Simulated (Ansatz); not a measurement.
# Ga: which structure wins, scalar-relativistic, part 2 of 3

Aim: relax Ga in several structures (bcc, hcp, sc, diamond) and rank them by energy, scalar-relativistic. The runs shown use PAW and LAPW.

Ansatz 0.2.0; DFT PBE; a cell built from a prototype (bcc type), not taken from measurement. The steps go on from the part before.

## Step 4: Hcp relaxed, PAW

Contents of input.yaml:

```yaml
crystal:
  lattice:
    - [3.00316585, 0.0, 0.0]
    - [-1.501582925, 2.6008179178, 0.0]
    - [0.0, 0.0, 4.8651286769]
  atoms:
    - { symbol: Ga, position: [0.3333333333, 0.6666666667, 0.25] }
    - { symbol: Ga, position: [0.6666666667, 0.3333333333, 0.75] }
kpoints:
  mp_grid: { grid: [16, 16, 9] }
scf:
  occupations: { method: fermi_dirac, width: 0.05 }
hamiltonian:
  xc: pbe
  pseudopotentials: { kind: paw }
output:
  forces: true
  stress: true
relax:
  f_tol: 0.005
  max_steps: 40
  cell: {}
```

Launch:

```bash
> ansatz run input.yaml --threads 1 --pin off --max-ram 3072MiB --backend cpu --events-out ev --progress --plain --runs-dir out
```

Output:

```text
Engine: ansatz 0.2.0
Pseudopotentials: kind: paw
Pseudopotential: Ga, paw, valence charge 13, recommended cutoff 420 eV (normal)
Functional definition: PBE
  parameter kappa = 0.804
  parameter beta = 0.06672455060314922
  exchange = pbe_x(kappa = kappa, mu = beta*pi^2/3)
  correlation = pbe_c(beta = beta)
Crystal: 2 atoms, lattice volume = 38.000 Å³
Basis set: ecut = 420 eV, 713 PW (Γ), exchange–correlation on 48×48×72 points (8 copies of the dense FFT grid, shifted against one another)
Bands: 17, of which v1, the nominal top of the filled ones, is band 13 counted from 1 (12 counted from 0)
Symmetry: 24 space group operations
Space group: P63/mmc (ITA 194), of the structure as read, at distance tolerance 3.4e-5 Å
k-points: 150 of 2304
Non-local potential: Ga, projectors of the file, l = 0: 2, l = 1: 2, l = 2: 3, l = 3: 1
PAW form: soft (Blöchl's): semilocal exchange-correlation on the pseudo side does not see the compensation charge
PAW one-centre angular grid: Ga, 590 points (default); XC on 64 Gauss nodes
Initial density: superposition of atomic densities (neutral atoms: chi_scale 0, normalization atom), corrected by the library's trained network
Initial wavefunctions: pseudopotential atomic-orbital guess
Functional: x = pbe(κ = 0.804, μ = 0.2195149727645171), c = pbe(β = 0.06672455060314922)
SCF iter   1: F=—  HF=-7565.987164 eV  |F-HF|=—  |Δ(HF+E_count)|=         —  Δρ=1.82e-3  dr2=6.91e-4  ethr=1.77e-3  ⟨swp⟩=5.4  Hψ=12209  notcnv=0
preconditioner: auto → none  [metal: Δε(μ)=0.003 eV  Ē_g=16.899 eV  σ=0.050 eV  W_gap=0.02  n_scr=8 (ndim 8)  ℏωp=30.7 eV  f_vac=0.000  D(μ)=0.94/eV (n_scr^D=2)  sad-step TF]
SCF iter   2: F=—  HF=-7565.986796 eV  |F-HF|=—  |Δ(HF+E_count)|=   3.68e-4  Δρ=8.35e-4  dr2=2.70e-4  ethr=2.66e-6  ⟨swp⟩=2.0  Hψ=5330  notcnv=0
SCF iter   3: F=—  HF=-7565.986775 eV  |F-HF|=—  |Δ(HF+E_count)|=   2.14e-5  Δρ=4.86e-4  dr2=4.37e-5  ethr=1.04e-6  ⟨swp⟩=2.0  Hψ=4321  notcnv=0
SCF iter   4: F=—  HF=-7565.986776 eV  |F-HF|=—  |Δ(HF+E_count)|=   1.43e-6  Δρ=1.37e-4  dr2=3.74e-6  ethr=1.68e-7  ⟨swp⟩=2.9  Hψ=4396  notcnv=0
SCF iter   5: F=—  HF=-7565.986773 eV  |F-HF|=—  |Δ(HF+E_count)|=   3.10e-6  Δρ=4.51e-5  dr2=3.64e-7  ethr=1.44e-8  ⟨swp⟩=2.0  Hψ=4489  notcnv=0
SCF iter   6: F=-7565.986773 eV  HF=-7565.986773 eV  |F-HF|=1.30e-7  |Δ(HF+E_count)|=   2.84e-7  Δρ=1.69e-5  dr2=5.02e-8  ethr=3.85e-10  ⟨swp⟩=4.4  Hψ=9121  notcnv=0
SCF 1 converged in 6 iterations: F = -7565.986773 eV  dr2 = 5.02e-8
relax step   1: F+E_penalty+E_count = -7565.98677253 eV  Δ(F+E_penalty+E_count) = +0.000e0 eV  max|allowed force component| = 3.932e-17 eV/Å  Δτ_max = 0.0000 Å  P = +0.164 GPa  Ω = 38.000 Å³  (6 SCF iters, dr2 threshold 1.00e-7 eV, accepted)
Crystal: 2 atoms, lattice volume = 38.126 Å³
Initial density: handed on by an earlier stage of this run
Initial wavefunctions: those handed on with the density
iter 1 solved again at ethr=1.58e-7 eV; its pass at ethr=3.10e-3 eV (dr2=4.10e-5 eV) is discarded
SCF iter   1: F=—  HF=-7565.987933 eV  |F-HF|=—  |Δ(HF+E_count)|=         —  Δρ=2.94e-4  dr2=4.28e-5  ethr=1.58e-7  ⟨swp⟩=3.0  Hψ=15594  notcnv=0
preconditioner: auto → none  [metal: Δε(μ)=0.009 eV  Ē_g=16.894 eV  σ=0.050 eV  W_gap=0.05  n_scr=8 (ndim 8)  ℏωp=30.7 eV  f_vac=0.000  D(μ)=0.83/eV (n_scr^D=2)]
SCF iter   2: F=—  HF=-7565.987921 eV  |F-HF|=—  |Δ(HF+E_count)|=   1.19e-5  Δρ=1.25e-4  dr2=7.29e-6  ethr=1.58e-7  ⟨swp⟩=1.0  Hψ=2550  notcnv=0
SCF iter   3: F=—  HF=-7565.987920 eV  |F-HF|=—  |Δ(HF+E_count)|=   1.03e-6  Δρ=2.16e-5  dr2=9.85e-8  ethr=7.69e-10  ⟨swp⟩=3.2  Hψ=11279  notcnv=0
SCF iter   4: F=-7565.987920 eV  HF=-7565.987920 eV  |F-HF|=4.87e-9  |Δ(HF+E_count)|=   1.04e-7  Δρ=8.11e-6  dr2=1.12e-8  ethr=3.79e-10  ⟨swp⟩=4.0  Hψ=8952  notcnv=0
SCF 2 converged in 4 iterations: F = -7565.987920 eV  dr2 = 1.12e-8
relax step   2: F+E_penalty+E_count = -7565.98792011 eV  Δ(F+E_penalty+E_count) = -1.148e-3 eV  max|allowed force component| = 4.395e-17 eV/Å  Δτ_max = 0.0000 Å  P = -0.039 GPa  Ω = 38.126 Å³  energy of the carried Pulay correction = -4.166e-5 eV  (4 SCF iters, dr2 threshold 2.00e-7 eV, accepted)
Crystal: 2 atoms, lattice volume = 37.775 Å³
iter 1 solved again at ethr=2.08e-6 eV; its pass at ethr=3.10e-3 eV (dr2=5.42e-4 eV) is discarded
SCF iter   1: F=—  HF=-7565.985363 eV  |F-HF|=—  |Δ(HF+E_count)|=         —  Δρ=1.05e-3  dr2=5.43e-4  ethr=2.08e-6  ⟨swp⟩=2.0  Hψ=16624  notcnv=0
preconditioner: auto → Kerker (q_TF=auto, 2.564 Å⁻¹)  [metal: Δε(μ)=0.013 eV  Ē_g=16.946 eV  σ=0.050 eV  W_gap=0.07  n_scr=10 (ndim 8)  ℏωp=30.8 eV  f_vac=0.000  D(μ)=0.68/eV (n_scr^D=2)]
SCF iter   2: F=—  HF=-7565.985287 eV  |F-HF|=—  |Δ(HF+E_count)|=   7.54e-5  Δρ=7.38e-4  dr2=2.69e-4  ethr=2.08e-6  ⟨swp⟩=1.0  Hψ=2550  notcnv=0
SCF iter   3: F=—  HF=-7565.985233 eV  |F-HF|=—  |Δ(HF+E_count)|=   5.42e-5  Δρ=1.95e-4  dr2=1.12e-5  ethr=1.03e-6  ⟨swp⟩=2.5  Hψ=4564  notcnv=0
SCF iter   4: F=—  HF=-7565.985212 eV  |F-HF|=—  |Δ(HF+E_count)|=   2.10e-5  Δρ=4.87e-5  dr2=3.64e-7  ethr=4.31e-8  ⟨swp⟩=2.0  Hψ=4502  notcnv=0
SCF iter   5: F=-7565.985212 eV  HF=-7565.985212 eV  |F-HF|=5.34e-9  |Δ(HF+E_count)|=   1.15e-7  Δρ=1.11e-5  dr2=3.72e-8  ethr=7.69e-10  ⟨swp⟩=4.1  Hψ=9037  notcnv=0
SCF 3 converged in 5 iterations: F = -7565.985212 eV  dr2 = 3.72e-8
relax step   3: F+E_penalty+E_count = -7565.98521240 eV  Δ(F+E_penalty+E_count) = +2.708e-3 eV  max|allowed force component| = 3.932e-17 eV/Å  Δτ_max = 0.0000 Å  P = +0.376 GPa  Ω = 37.775 Å³  energy of the carried Pulay correction = +4.357e-5 eV  (5 SCF iters, dr2 threshold 2.00e-7 eV, rejected (line search))
Crystal: 2 atoms, lattice volume = 38.097 Å³
iter 1 solved again at ethr=1.33e-6 eV; its pass at ethr=3.10e-3 eV (dr2=3.45e-4 eV) is discarded
SCF iter   1: F=—  HF=-7565.988427 eV  |F-HF|=—  |Δ(HF+E_count)|=         —  Δρ=8.15e-4  dr2=3.28e-4  ethr=1.33e-6  ⟨swp⟩=2.0  Hψ=16159  notcnv=0
preconditioner: auto → Kerker (q_TF=auto, 2.560 Å⁻¹)  [metal: Δε(μ)=0.010 eV  Ē_g=16.906 eV  σ=0.050 eV  W_gap=0.05  n_scr=10 (ndim 8)  ℏωp=30.7 eV  f_vac=0.000  D(μ)=0.75/eV (n_scr^D=2)]
SCF iter   2: F=—  HF=-7565.988380 eV  |F-HF|=—  |Δ(HF+E_count)|=   4.69e-5  Δρ=5.71e-4  dr2=1.60e-4  ethr=1.26e-6  ⟨swp⟩=1.0  Hψ=2550  notcnv=0
SCF iter   3: F=—  HF=-7565.988349 eV  |F-HF|=—  |Δ(HF+E_count)|=   3.09e-5  Δρ=1.54e-4  dr2=6.90e-6  ethr=6.17e-7  ⟨swp⟩=2.3  Hψ=4536  notcnv=0
SCF iter   4: F=—  HF=-7565.988341 eV  |F-HF|=—  |Δ(HF+E_count)|=   8.00e-6  Δρ=3.78e-5  dr2=2.44e-7  ethr=2.65e-8  ⟨swp⟩=2.0  Hψ=4504  notcnv=0
SCF iter   5: F=—  HF=-7565.988338 eV  |F-HF|=—  |Δ(HF+E_count)|=   2.61e-6  Δρ=7.79e-6  dr2=1.80e-8  ethr=9.40e-10  ⟨swp⟩=3.0  Hψ=4547  notcnv=0
SCF iter   6: F=—  HF=-7565.988338 eV  |F-HF|=—  |Δ(HF+E_count)|=   4.95e-9  Δρ=1.73e-6  dr2=9.49e-10  ethr=6.92e-11  ⟨swp⟩=3.0  Hψ=4563  notcnv=0
SCF iter   7: F=—  HF=-7565.988338 eV  |F-HF|=—  |Δ(HF+E_count)|=  4.69e-10  Δρ=4.98e-7  dr2=7.30e-11  ethr=3.65e-12  ⟨swp⟩=2.0  Hψ=4488  notcnv=0
SCF iter   8: F=-7565.988338 eV  HF=-7565.988338 eV  |F-HF|=9.09e-13  |Δ(HF+E_count)|=  4.55e-12  Δρ=1.02e-7  dr2=4.15e-12  ethr=1.00e-12  ⟨swp⟩=5.1  Hψ=10959  notcnv=0
SCF 4 converged in 8 iterations: F = -7565.988338 eV  dr2 = 4.15e-12
relax step   4: F+E_penalty+E_count = -7565.98833816 eV  Δ(F+E_penalty+E_count) = -4.181e-4 eV  max|allowed force component| = 3.238e-17 eV/Å  Δτ_max = 0.0000 Å  P = -0.030 GPa  Ω = 38.097 Å³  energy of the carried Pulay correction = -3.730e-5 eV  (8 SCF iters, accepted)
Crystal: 2 atoms, lattice volume = 38.070 Å³
Basis set: ecut = 420 eV, 725 PW (Γ), exchange–correlation on 48×48×72 points (8 copies of the dense FFT grid, shifted against one another)
iter 1 solved again at ethr=7.20e-9 eV; its pass at ethr=3.10e-3 eV (dr2=1.87e-6 eV) is discarded
SCF iter   1: F=—  HF=-7565.988366 eV  |F-HF|=—  |Δ(HF+E_count)|=         —  Δρ=6.73e-5  dr2=2.18e-6  ethr=7.20e-9  ⟨swp⟩=2.9  Hψ=15402  notcnv=0
preconditioner: auto → Kerker (q_TF=auto, 2.560 Å⁻¹)  [metal: Δε(μ)=0.009 eV  Ē_g=16.903 eV  σ=0.050 eV  W_gap=0.04  n_scr=10 (ndim 8)  ℏωp=30.7 eV  f_vac=0.000  D(μ)=0.73/eV (n_scr^D=2)]
SCF iter   2: F=—  HF=-7565.988361 eV  |F-HF|=—  |Δ(HF+E_count)|=   4.41e-6  Δρ=4.72e-5  dr2=1.06e-6  ethr=7.20e-9  ⟨swp⟩=1.0  Hψ=2550  notcnv=0
SCF iter   3: F=—  HF=-7565.988361 eV  |F-HF|=—  |Δ(HF+E_count)|=   1.72e-7  Δρ=1.48e-5  dr2=5.26e-8  ethr=4.08e-9  ⟨swp⟩=2.5  Hψ=4540  notcnv=0
SCF iter   4: F=-7565.988361 eV  HF=-7565.988361 eV  |F-HF|=3.47e-10  |Δ(HF+E_count)|=   6.95e-8  Δρ=3.20e-6  dr2=1.42e-9  ethr=4.87e-11  ⟨swp⟩=4.9  Hψ=10113  notcnv=0
SCF 5 converged in 4 iterations: F = -7565.988361 eV  dr2 = 1.42e-9
relax step   5: F+E_penalty+E_count = -7565.98836094 eV  Δ(F+E_penalty+E_count) = -2.278e-5 eV  max|allowed force component| = 3.701e-17 eV/Å  Δτ_max = 0.0000 Å  P = -0.002 GPa  Ω = 38.070 Å³  energy of the carried Pulay correction = -3.064e-5 eV  (4 SCF iters, dr2 threshold 1.27e-8 eV, accepted)
Basis set: ecut = 420 eV, 725 PW (Γ), exchange–correlation on 40×40×72 points (8 copies of the dense FFT grid, shifted against one another)
Initial wavefunctions: pseudopotential atomic-orbital guess (no wavefunctions were taken with the density)
iter 1 solved again at ethr=1.07e-7 eV; its pass at ethr=3.10e-3 eV (dr2=2.77e-5 eV) is discarded
SCF iter   1: F=—  HF=-7565.988158 eV  |F-HF|=—  |Δ(HF+E_count)|=         —  Δρ=3.68e-4  dr2=1.07e-6  ethr=1.07e-7  ⟨swp⟩=2.7  Hψ=17720  notcnv=0
preconditioner: auto → Kerker (q_TF=auto, 2.560 Å⁻¹)  [metal: Δε(μ)=0.009 eV  Ē_g=16.904 eV  σ=0.050 eV  W_gap=0.04  n_scr=10 (ndim 8)  ℏωp=30.7 eV  f_vac=0.000  D(μ)=0.73/eV (n_scr^D=2)]
SCF iter   2: F=—  HF=-7565.988324 eV  |F-HF|=—  |Δ(HF+E_count)|=   1.65e-4  Δρ=1.87e-4  dr2=2.77e-7  ethr=4.13e-9  ⟨swp⟩=1.0  Hψ=2550  notcnv=0
SCF iter   3: F=—  HF=-7565.988384 eV  |F-HF|=—  |Δ(HF+E_count)|=   6.00e-5  Δρ=6.02e-7  dr2=5.93e-11  ethr=1.07e-9  ⟨swp⟩=1.0  Hψ=2550  notcnv=0
SCF iter   4: F=—  HF=-7565.988384 eV  |F-HF|=—  |Δ(HF+E_count)|=  2.28e-10  Δρ=3.34e-7  dr2=3.11e-11  ethr=1.00e-12  ⟨swp⟩=6.0  Hψ=12770  notcnv=0
SCF iter   5: F=-7565.988384 eV  HF=-7565.988384 eV  |F-HF|=2.73e-12  |Δ(HF+E_count)|=  1.82e-11  Δρ=1.61e-7  dr2=8.51e-12  ethr=1.00e-12  ⟨swp⟩=5.0  Hψ=10890  notcnv=0
SCF 6 converged in 5 iterations: F = -7565.988384 eV  dr2 = 8.51e-12
relax step   6: F+E_penalty+E_count = -7565.98838359 eV  Δ(F+E_penalty+E_count) = -2.266e-5 eV  max|allowed force component| = 4.626e-17 eV/Å  Δτ_max = 0.0000 Å  P = -0.002 GPa  Ω = 38.070 Å³  stress off target by 2.67e-2 GPa  SCF on the basis re-selected at this cell (its energy is not comparable with the rows above)  (5 SCF iters)
basis re-selected at this cell: Δ(F+E_penalty+E_count) = -2.266e-5 eV, ΔP = +0.000 GPa vs the last step (what re-selecting the basis moved, of the pressure what is left beyond the Pulay correction that the steps carried, after the strain that the cell walked since its last selection, with what the two solves' SCF thresholds leave and, on support functions, any second-order correction that the steps lacked; it is no measure of the basis error at this ecutwfc). The dense FFT grid was sized anew with the basis: this SCF ran on 20×20×36 points, the steps before it on 24×24×36, so part of this shift can come from that change (see relax.cell in the input reference). This SCF's stress stands 2.67e-2 GPa from its target on what of the cell is left free (relax.cell.stress_tol is 5.00e-2 GPa) and its largest allowed force component is 4.63e-17 eV/Å (relax.f_tol is 5.00e-3 eV/Å): within both
SCF converged after 5 iterations
Free energy (F): -7565.988384 eV
Harris-Foulkes:  -7565.988384 eV  (|F-HF|=2.73e-12)
Internal energy: -7565.982594 eV  (E = F + TS)
E sigma→0 (E₀):  -7565.985489 eV
Entropy (-TS):   -0.005789 eV (-2.895 meV/atom)
Fermi energy:    9.629503 eV
--- Per-component energies (eV) ---
  E_band       = -72.656324
  E_kinetic    = 228.936615
  E_local      = -3575.773531  (includes V_loc(G=0)·N_el)
  E_nonlocal   = 844.209509
  E_hartree    = 1678.451114
  E_xc         = -138.744913
  E_vxc        = -116.183180  (∫ρ·V_xc dr)
  E_paw        = -3970.730174  (= ΣΔE_a)
  E_vpaw       = -810.747749  (= ΣTr[D̂ρ^β])
  E_aug_tail   = -0.000207  (compensation charges beyond the density's cutoff)
  E_ewald      = -2632.331007
  E_smearing   = -0.005789  (= −TS)
  E_closure    = -0.000000  (closes the sum)
  Σ components = -7565.988384   (vs F -7565.988384, Δ=0.00e0)
--- Forces (eV/Å), atoms counted from 1 ---
  atom   1  Ga    -0.00000000    -0.00000000     0.00000000
  atom   2  Ga    -0.00000000     0.00000000     0.00000000
  max |Σ_I F_I| component: 9.25e-18 eV/Å
--- Stress (GPa, compression-positive) ---
        0.009948       0.000000       0.000000
        0.000000       0.009948       0.000000
        0.000000       0.000000      -0.026726
  P = ⅓ Tr σ = -0.0023 GPa (-0.023 kbar)
--- Relaxed structure (5 steps of the walk, 4 accepted, 1 SCFs on fresh bases) ---
  F+E_penalty+E_count = -7565.98838359 eV   max|allowed force component| = 4.626e-17 eV/Å   (the final SCF, on the basis selected at the relaxed cell)
  cell:  # Å, volume = 38.0697 Å³
    - [2.987422735453282, -3.5841323047754803e-36, 0.0]
    - [-1.493711367726641, 2.58718398074574, 0.0]
    - [0.0, 0.0, 4.925562695536801]
  atoms:
    - { symbol: Ga, position: [0.3333333333333333, 0.6666666666666666, 0.24999999999999997] }
    - { symbol: Ga, position: [0.6666666666666666, 0.3333333333333333, 0.75] }
```

Run time: 28 s. Hardware: 1 thread of Arm Neoverse V1, shared host; peak memory 0.37 GiB.

The steps of the relaxation:

```
step  energy from step 1 (eV/cell)  largest force component (eV/Å)  pressure (GPa)  volume (Å³)
   1                        0.0000                          0.0000            0.16        38.00
   2                       -0.0011                          0.0000           -0.04        38.13
  3x                        0.0016                          0.0000            0.38        37.77
   4                       -0.0016                          0.0000           -0.03        38.10
   5                       -0.0016                          0.0000            0.00        38.07
   6                       -0.0016                          0.0000            0.00        38.07
```

Step 1 is the start. Step 6 repeats the geometry before on a plane-wave basis chosen anew for that cell, so the energy can jump there without any move; the table keeps such jumps. 1 step was tried and not accepted (marked x).

| input's cell | before | after | change |
| --- | --- | --- | --- |
| a (Å) | 3.003 | 2.987 | -0.5 % |
| b (Å) | 3.003 | 2.987 | -0.5 % |
| c (Å) | 4.865 | 4.926 | +1.2 % |
| volume (Å³/atom) | 19.00 | 19.03 | +0.2 % |

## Step 5: Hcp relaxed, LAPW

Contents of input.yaml:

```yaml
crystal:
  lattice:
    - [2.9874227354, 0.0, 0.0]
    - [-1.4937113677, 2.5871839808, 0.0]
    - [0.0, 0.0, 4.9255626955]
  atoms:
    - { symbol: Ga, position: [0.3333333333, 0.6666666667, 0.25] }
    - { symbol: Ga, position: [0.6666666667, 0.3333333333, 0.75] }
kpoints:
  mp_grid: { grid: [16, 16, 9] }
scf:
  occupations: { method: fermi_dirac, width: 0.05 }
hamiltonian:
  xc: pbe
  pseudopotentials: { kind: all_electron, lapw: { basis_error: 0.0005 } }
output:
  forces: true
  stress: true
  eigenvalues: true
  populations: true
relax:
  f_tol: 0.005
  max_steps: 25
  cell: {}
```

Launch:

```bash
> ansatz run input.yaml --threads 1 --pin off --max-ram 3072MiB --backend cpu --events-out ev --progress --plain --runs-dir out
```

Output, shortened:

```text
[...]
Ga: projections on atomic orbitals take those of the free atom 1s2 2s2 2p6 3s2 3p6 3d10 4s2 4p1, of charge +0.00 (hamiltonian.pseudopotentials.projection_atoms)
LAPW: plane waves up to 7.760 Å⁻¹, error target 5.0e-4 eV per atom; small_component_spin mean_spin; Ga in spheres of 1.449 Å, 21 of its electrons in bands, Dirac shells []
[...]
[... 1 set-up line as earlier in the session ...]
[...]
  cell:  # Å, volume = 38.0697 Å³
    - [2.9874227354579674, 0.0, 0.0]
    - [-1.4937113677289837, 2.5871839807497987, 0.0]
    - [0.0, 0.0, 4.9255626955]
  atoms:
    - { symbol: Ga, position: [0.3333333333333333, 0.6666666666666666, 0.25] }
    - { symbol: Ga, position: [0.6666666666666666, 0.3333333333333333, 0.75] }
--- Löwdin populations: 2 sites ---
  site symbol       q [e]
     0     Ga     30.9838
     1     Ga     30.9838
  spilling = 0.000522 (of n_electrons = 62.000000)
```

Wall time 48 s (1 thread of Arm Neoverse V1, shared host); peak memory 0.49 GiB.

Step by step:

```
step  energy from step 1 (eV/cell)  largest force component (eV/Å)  pressure (GPa)  volume (Å³)
   1                        0.0000                          0.0000            0.02        38.07
   2                        0.0000                          0.0000            0.02        38.07
```

Step 1 is the start. Step 2 repeats the geometry before on a plane-wave basis chosen anew for that cell, so the energy can jump there without any move; the table keeps such jumps.

| input's cell | before | after | change |
| --- | --- | --- | --- |
| a (Å) | 2.987 | 2.987 | +0.0 % |
| b (Å) | 2.987 | 2.987 | -0.0 % |
| c (Å) | 4.926 | 4.926 | -0.0 % |
| volume (Å³/atom) | 19.03 | 19.03 | -0.0 % |

Result: pressure 0.02 GPa; no gap.

## Step 6: Sc relaxed, PAW

Contents of input.yaml:

```yaml
crystal:
  lattice:
    - [2.7377415812, 0.0, 0.0]
    - [0.0, 2.7377415812, 0.0]
    - [0.0, 0.0, 2.7377415812]
  atoms:
    - { symbol: Ga, position: [0.0, 0.0, 0.0] }
kpoints:
  mp_grid: { grid: [15, 15, 15] }
scf:
  occupations: { method: fermi_dirac, width: 0.05 }
hamiltonian:
  xc: pbe
  pseudopotentials: { kind: paw }
output:
  forces: true
  stress: true
relax:
  f_tol: 0.005
  max_steps: 40
  cell: {}
```

Launch:

```bash
> ansatz run input.yaml --threads 1 --pin off --max-ram 3072MiB --backend cpu --events-out ev --progress --plain --runs-dir out
```

Output, shortened:

```text
[...]
[... 3 set-up lines as earlier in the session ...]
[...]
Crystal: 1 atoms, lattice volume = 20.520 Å³
Basis set: ecut = 420 eV, 389 PW (Γ), exchange–correlation on 40×40×40 points (8 copies of the dense FFT grid, shifted against one another)
Bands: 11, of which v1, the nominal top of the filled ones, is band 7 counted from 1 (6 counted from 0)
[...]
  P = ⅓ Tr σ = 0.0038 GPa (0.038 kbar)
--- Relaxed structure (3 steps of the walk, 3 accepted, 1 SCFs on fresh bases) ---
  F+E_penalty+E_count = -3782.93865740 eV   max|allowed force component| = 0.000e0 eV/Å   (the final SCF, on the basis selected at the relaxed cell)
  cell:  # Å, volume = 20.1838 Å³
    - [2.7227086073376636, 0.0, 0.0]
    - [0.0, 2.7227086073376636, -1.6049416203226965e-35]
    - [0.0, -1.6049416203226965e-35, 2.7227086073376636]
  atoms:
    - { symbol: Ga, position: [0.0, 0.0, 0.0] }
```

It took 6.8 s on 1 thread of Arm Neoverse V1, shared host; peak memory 0.3 GiB.

Relaxation path:

```
step  energy from step 1 (eV/cell)  largest force component (eV/Å)  pressure (GPa)  volume (Å³)
   1                        0.0000                          0.0000           -0.72        20.52
   2                       -0.0008                          0.0000           -0.15        20.25
   3                       -0.0008                          0.0000            0.00        20.18
   4                       -0.0008                          0.0000            0.00        20.18
```

Step 1 is the start. Step 4 repeats the geometry before on a plane-wave basis chosen anew for that cell, so the energy can jump there without any move; the table keeps such jumps.

| input's cell | before | after | change |
| --- | --- | --- | --- |
| a (Å) | 2.738 | 2.723 | -0.5 % |
| b (Å) | 2.738 | 2.723 | -0.5 % |
| c (Å) | 2.738 | 2.723 | -0.5 % |
| volume (Å³/atom) | 20.52 | 20.18 | -1.6 % |

## Step 7: Sc relaxed, LAPW

Contents of input.yaml:

```yaml
crystal:
  lattice:
    - [2.7227086073, 0.0, 0.0]
    - [0.0, 2.7227086073, 0.0]
    - [0.0, 0.0, 2.7227086073]
  atoms:
    - { symbol: Ga, position: [0.0, 0.0, 0.0] }
kpoints:
  mp_grid: { grid: [15, 15, 15] }
scf:
  occupations: { method: fermi_dirac, width: 0.05 }
hamiltonian:
  xc: pbe
  pseudopotentials: { kind: all_electron, lapw: { basis_error: 0.0005 } }
output:
  forces: true
  stress: true
  eigenvalues: true
  populations: true
relax:
  f_tol: 0.005
  max_steps: 25
  cell: {}
```

Launch:

```bash
> ansatz run input.yaml --threads 1 --pin off --max-ram 3072MiB --backend cpu --events-out ev --progress --plain --runs-dir out
```

Output, shortened:

```text
[...]
Ga: projections on atomic orbitals take those of the free atom 1s2 2s2 2p6 3s2 3p6 3d10 4s2 4p1, of charge +0.00 (hamiltonian.pseudopotentials.projection_atoms)
LAPW: plane waves up to 8.707 Å⁻¹, error target 5.0e-4 eV per atom; small_component_spin mean_spin; Ga in spheres of 1.321 Å, 21 of its electrons in bands, Dirac shells []
[...]
[... 1 set-up line as earlier in the session ...]
[...]
  F+E_penalty+E_count = -52899.76537341 eV   max|allowed force component| = 0.000e0 eV/Å   (the final SCF, on the basis selected at the relaxed cell)
  cell:  # Å, volume = 20.1838 Å³
    - [2.7227086073, 0.0, 0.0]
    - [0.0, 2.7227086073, 0.0]
    - [0.0, 0.0, 2.7227086073]
  atoms:
    - { symbol: Ga, position: [0.0, 0.0, 0.0] }
--- Löwdin populations: 1 site ---
  site symbol       q [e]
     0     Ga     30.9890
  spilling = 0.000356 (of n_electrons = 31.000000)
```

It took 16 s on 1 thread of Arm Neoverse V1, shared host; peak memory 0.31 GiB.

The steps of the relaxation:

```
step  energy from step 1 (eV/cell)  largest force component (eV/Å)  pressure (GPa)  volume (Å³)
   1                        0.0000                          0.0000            0.03        20.18
   2                        0.0000                          0.0000            0.03        20.18
```

Step 1 is the start. Step 2 repeats the geometry before on a plane-wave basis chosen anew for that cell, so the energy can jump there without any move; the table keeps such jumps.

| input's cell | before | after | change |
| --- | --- | --- | --- |
| a (Å) | 2.723 | 2.723 | -0.0 % |
| b (Å) | 2.723 | 2.723 | -0.0 % |
| c (Å) | 2.723 | 2.723 | -0.0 % |
| volume (Å³/atom) | 20.18 | 20.18 | -0.0 % |

This run gives: pressure 0.03 GPa; no gap.

[end of part 2 of 3]
